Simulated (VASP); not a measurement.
Here is a VASP 6.6.1 calculation.

INCAR

```
SYSTEM = Li
ALGO = Fast
EDIFF = 1E-7
ENCUT = 520
GGA = PE
ISIF = 2
ISMEAR = -1
LASPH = .TRUE.
LCHARG = .FALSE.
LREAL = Auto
LWAVE = .FALSE.
NBANDS = 40
NELM = 100
PREC = Accurate
SIGMA = 0.15
```

Contents of KPOINTS:

```
k-points
0
G
  2 2 2
  0 0 0
```

Contents of POSCAR:

```
Li
1.0
    6.9800000000      0.0000000000      0.0000000000
    0.0000000000      6.9800000000      0.0000000000
    0.0000000000      0.0000000000      6.9800000000
Li
17
Direct
    0.0868481375     -0.2763323782      0.0642406877
    0.4047851003      0.0803008596      0.0080229226
   -0.0740257880      0.4665902579     -0.0360315186
    0.0442979943     -0.0194412607      0.4532808023
    0.2275071633      0.3296131805      0.2547564470
    0.5463323782      0.5460744986     -0.0463467049
    0.4824641834      0.0171633238      0.5328366762
    0.7501719198      0.2152722063      0.2065472779
    0.0020057307      0.4974355301      0.4493266476
    0.3750143266      0.7356876791      0.2765616046
    0.2005873926      0.3106733524      0.7068338109
    0.5132664756      0.4578366762      0.4626790831
    0.7542979943      0.8484957020      0.2746561605
    0.7197851003      0.2414899713      0.7398997135
    0.2883381089      0.7017335244      0.6948853868
    0.8048424069      0.7649570201      0.7034383954
   -0.0009742120      0.0878796562      1.0031232092
```

Potentials or basis: VASP PAW PBE potentials, release 64 (Li_sv).

The run is started by

```sh
$ cat potpaw_PBE.64/Li_sv/POTCAR > POTCAR
$ mpirun -np 1 vasp_std > vasp.out
```

(1) Estimate the band gap on the k mesh.

(2) Predict the largest force.

Answers

(1) none (metal or under the smearing width).

(2) 0.795 eV/Å.

Caveat: the k mesh is coarse (spacing up to 0.45 Å⁻¹), so the values aren't converged.
